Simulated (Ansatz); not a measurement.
**Bands of SnO**

```xyz
2
Lattice="0.0000 2.5590 2.5590 2.5590 0.0000 2.5590 2.5590 2.5590 0.0000" Properties=species:S:1:pos:R:3 pbc="T T T"
Sn    0.0000    0.0000    0.0000
O     2.5590    2.5590    2.5590
```

Atom numbers follow the list: Sn1, O2.

The cell was built from the rocksalt type and relaxed in the same program, and has space group Fm-3m; it needn't be a known or the stable phase.

Spin–orbit coupling is left out, though it moves levels of the heavy atoms by tenths of an eV or more.

The calculation used DFT, PBE, all-electron LAPW, scalar-relativistic in Ansatz 0.2.0.

Settings: a Γ-centred 14×14×14 k mesh, Fermi–Dirac smearing of 0.03 eV, basis error target 1 meV/atom, no spin polarisation.

Points in fractions of the reciprocal vectors of this cell: Γ (0, 0, 0), X (0.5, 0, 0.5), U (0.625, 0.25, 0.625), K (0.375, 0.375, 0.75), L (0.5, 0.5, 0.5), W (0.5, 0.25, 0.75). The path joins them by straight lines in the order Γ–X–U–K–Γ–L–W–X; legs that retrace an earlier one aren't tabulated. Energies are in eV from the top of the valence band.

Task: Metal or insulator at this level of theory?

Result: An insulator or semiconductor: gap 0.12 eV (so small a gap may close at points that the mesh and path miss).

Task: Tabulate bands 12 to 16, counted from the lowest band of the run, along the path.

Result: 
```json
{"k (1/Å)": "0.00", "point": "Γ", "band 12": "-3.22", "band 13": "-3.22", "band 14": "-3.22", "band 15": "7.49", "band 16": "7.49"}
{"k (1/Å)": "0.31", "point": "", "band 12": "-3.37", "band 13": "-3.37", "band 14": "-2.48", "band 15": "5.36", "band 16": "6.62"}
{"k (1/Å)": "0.61", "point": "", "band 12": "-3.74", "band 13": "-3.74", "band 14": "-1.72", "band 15": "2.79", "band 16": "5.88"}
{"k (1/Å)": "0.92", "point": "", "band 12": "-4.13", "band 13": "-4.13", "band 14": "-3.26", "band 15": "2.93", "band 16": "5.44"}
{"k (1/Å)": "1.23", "point": "X", "band 12": "-4.73", "band 13": "-4.29", "band 14": "-4.29", "band 15": "3.45", "band 16": "5.13"}
{"k (1/Å)": "1.34", "point": "", "band 12": "-5.14", "band 13": "-4.26", "band 14": "-3.87", "band 15": "3.45", "band 16": "4.71"}
{"k (1/Å)": "1.44", "point": "", "band 12": "-5.69", "band 13": "-4.18", "band 14": "-3.29", "band 15": "3.44", "band 16": "4.07"}
{"k (1/Å)": "1.55", "point": "", "band 12": "-6.02", "band 13": "-4.04", "band 14": "-2.70", "band 15": "3.39", "band 16": "3.44"}
{"k (1/Å)": "1.66", "point": "U", "band 12": "-5.81", "band 13": "-3.86", "band 14": "-2.10", "band 15": "2.71", "band 16": "3.44"}
{"k (1/Å)": "1.85", "point": "", "band 12": "-5.51", "band 13": "-4.17", "band 14": "-1.45", "band 15": "2.36", "band 16": "3.49"}
{"k (1/Å)": "2.04", "point": "", "band 12": "-5.15", "band 13": "-4.61", "band 14": "-1.00", "band 15": "2.15", "band 16": "3.58"}
{"k (1/Å)": "2.23", "point": "", "band 12": "-5.51", "band 13": "-4.17", "band 14": "-1.45", "band 15": "2.36", "band 16": "3.49"}
{"k (1/Å)": "2.41", "point": "K", "band 12": "-5.81", "band 13": "-3.86", "band 14": "-2.10", "band 15": "2.71", "band 16": "3.44"}
{"k (1/Å)": "2.74", "point": "", "band 12": "-4.92", "band 13": "-3.25", "band 14": "-0.41", "band 15": "0.96", "band 16": "3.60"}
{"k (1/Å)": "3.06", "point": "", "band 12": "-3.99", "band 13": "-2.97", "band 14": "-1.26", "band 15": "2.45", "band 16": "4.36"}
{"k (1/Å)": "3.39", "point": "", "band 12": "-3.40", "band 13": "-3.11", "band 14": "-2.59", "band 15": "5.30", "band 16": "6.06"}
{"k (1/Å)": "3.72", "point": "Γ", "band 12": "-3.22", "band 13": "-3.22", "band 14": "-3.22", "band 15": "7.49", "band 16": "7.49"}
{"k (1/Å)": "3.98", "point": "", "band 12": "-3.20", "band 13": "-3.20", "band 14": "-2.85", "band 15": "5.68", "band 16": "6.74"}
{"k (1/Å)": "4.25", "point": "", "band 12": "-3.14", "band 13": "-3.14", "band 14": "-2.07", "band 15": "3.24", "band 16": "5.50"}
{"k (1/Å)": "4.51", "point": "", "band 12": "-3.07", "band 13": "-3.07", "band 14": "-1.27", "band 15": "1.44", "band 16": "4.57"}
{"k (1/Å)": "4.78", "point": "L", "band 12": "-3.03", "band 13": "-3.03", "band 14": "-0.80", "band 15": "0.63", "band 16": "4.22"}
{"k (1/Å)": "5.00", "point": "", "band 12": "-3.61", "band 13": "-3.17", "band 14": "-0.16", "band 15": "0.23", "band 16": "4.03"}
{"k (1/Å)": "5.21", "point": "", "band 12": "-4.50", "band 13": "-3.68", "band 14": "-0.53", "band 15": "0.97", "band 16": "3.75"}
{"k (1/Å)": "5.43", "point": "", "band 12": "-5.15", "band 13": "-4.61", "band 14": "-1.00", "band 15": "2.15", "band 16": "3.58"}
{"k (1/Å)": "5.65", "point": "W", "band 12": "-5.38", "band 13": "-5.38", "band 14": "-1.12", "band 15": "3.10", "band 16": "3.52"}
{"k (1/Å)": "5.80", "point": "", "band 12": "-5.76", "band 13": "-4.99", "band 14": "-1.57", "band 15": "3.45", "band 16": "3.55"}
{"k (1/Å)": "5.95", "point": "", "band 12": "-5.86", "band 13": "-4.63", "band 14": "-2.52", "band 15": "3.44", "band 16": "4.02"}
{"k (1/Å)": "6.11", "point": "", "band 12": "-5.31", "band 13": "-4.38", "band 14": "-3.54", "band 15": "3.45", "band 16": "4.56"}
{"k (1/Å)": "6.26", "point": "X", "band 12": "-4.73", "band 13": "-4.29", "band 14": "-4.29", "band 15": "3.45", "band 16": "5.13"}
```

Kohn–Sham gaps of semilocal functionals usually fall short of measured ones.
